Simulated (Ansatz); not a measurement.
**Relaxing FeCo**

Method: DFT PBE, scalar-relativistic, plane waves, PAW in Ansatz. Run with 420 eV cutoff, 14×14×14 k-mesh, Gaussian smearing of 0.10 eV, collinear spin.

What was changed: biaxial strain in the a-b plane, c and atoms relaxed: -1.0 %.

Input:

```yaml
crystal:
  lattice:
    - [2.8164607739, 0.0, 0.0]
    - [0.0, 2.8164607739, 0.0]
    - [0.0, 0.0, 2.8619793319]
  atoms:
    - { symbol: Fe, position: [0.0, 0.0, 0.0], spin: 3.09 }
    - { symbol: Co, position: [0.5, 0.5, 0.5], spin: 2.02 }
basis:
  ecutwfc: 420
kpoints:
  mp_grid: { grid: [14, 14, 14] }
hamiltonian:
  xc: pbe
scf:
  occupations: { method: gaussian, width: 0.1 }
output:
  forces: true
  stress: true
  eigenvalues: true
  populations: true
magnetization:
  spin_polarized: true
relax:
  adjacent_minimum: "off"
  f_tol: 0.008
  max_steps: 40
  cell: { stress_tol: 0.015, fix: [a, b, gamma] }
```

F is the free energy. Steps run on the plane waves of an earlier cell, but the last one, and at times one on the way, on a freshly chosen basis, so a repeated geometry can differ a little in energy. The held parts of the cell keep their stress, so P needn't end at zero.

Steps:

```
step F − F(1) (eV) largest force component (eV/Å) V (Å³/atom) P (GPa)
   1         0.0000                           0.000       11.351     2.96
   2        -0.0005                           0.000       11.389     2.27
   3        -0.0006                           0.000       11.421     1.71
   4        -0.0006                           0.000       11.422     1.69
   5        -0.0007                           0.000       11.422     1.70
```

Relaxed structure:

```
CELL_PARAMETERS angstrom
2.81646 0.00000 0.00000
0.00000 2.81646 0.00000
0.00000 0.00000 2.87975
ATOMIC_POSITIONS crystal
Fe 0.00000 0.00000 0.00000
Co 0.50000 0.50000 0.50000
```

It takes space group P4/mmm (No. 123, tetragonal). Conventional cell: a = 2.816 Å, b = 2.816 Å, c = 2.880 Å, α = 90.00°, β = 90.00°, γ = 90.00°. Fe (site symmetry 4/mmm) has 8 Co at 2.46 Å and 6 Fe at 2.82 to 2.88 Å as nearest neighbours. Co (site symmetry 4/mmm) is surrounded by 8 Fe at 2.46 Å and 6 Co at 2.82 to 2.88 Å.

The run converged. The run took of the order of 2.1 core-minutes.